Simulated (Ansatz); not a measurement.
The system is KTaO3.

```
Ta K O
1.0
     3.98830    0.00000    0.00000
     0.00000    3.98830    0.00000
     0.00000    0.00000    3.98830
Ta K O
1 1 3
Direct
  0.00000 0.00000 0.00000
  0.50000 0.50000 0.50000
  0.00000 0.00000 0.50000
  0.00000 0.50000 0.00000
  0.50000 0.00000 0.00000
```

Base run:

| Item | Value |
| --- | --- |
| Program | Ansatz 0.2.0 |
| Functional | PBE0 |
| Potentials or basis | Ansatz PAW |
| Cutoff | 420 eV (not typed: the program's choice for these potentials) |
| k mesh | 6 × 6 × 6 |
| Occupations | fermi-dirac, width 0.05 eV |
| Spin | no spin polarisation |

Its results: band gap on the k mesh 4.33 eV, indirect (least direct gap 4.96 eV); pressure -0.4 GPa.

Problem. The run is repeated on the same cell with these changes: functional from PBE0 to HSE06. What comes out?

Solution. Band gap on the k mesh 3.58 eV, indirect (least direct gap 4.23 eV); pressure -0.3 GPa.

Caveats: spin-orbit coupling is left out, which moves the levels of the heavy elements; the PAW data sets come from PBE, with cores solved anew for the run's functional, which leaves a small shift of forces and pressure; the thresholds are loose for stress.
